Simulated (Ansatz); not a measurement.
## Relativistic treatment of Ga

```
Ga
1.0
     1.45000   -4.06500    0.00000
     1.45000    4.06500    0.00000
     0.00000    0.00000    3.17000
Ga
2
Direct
  0.86700 0.13300 0.25000
  0.13300 0.86700 0.75000
```

Atoms are numbered in the order listed.

The cell is a measured one (Crystallography Open Database entry 9012485); the temperature and pressure of the measurement aren't taken into account, and nothing was relaxed.

One fixed cell is solved with PBE by full-potential LAPW in Ansatz 0.2.0 under different relativistic treatments. Pressure is positive in compression.

The runs use a Γ-centred 15×15×13 k mesh, Fermi–Dirac smearing of 0.05 eV, basis error target 0.25 meV/atom, no spin polarisation.

```tsv
setting	P (GPa)	force Ga1 y (eV/Å)
scalar-relativistic	1.57	0.199
non-relativistic	1.58	?
scalar-relativistic, inner shells corrected to Dirac	1.57	0.199
```

Q: What belongs in the row "non-relativistic", column "force Ga1 y (eV/Å)"?

A: 0.234.
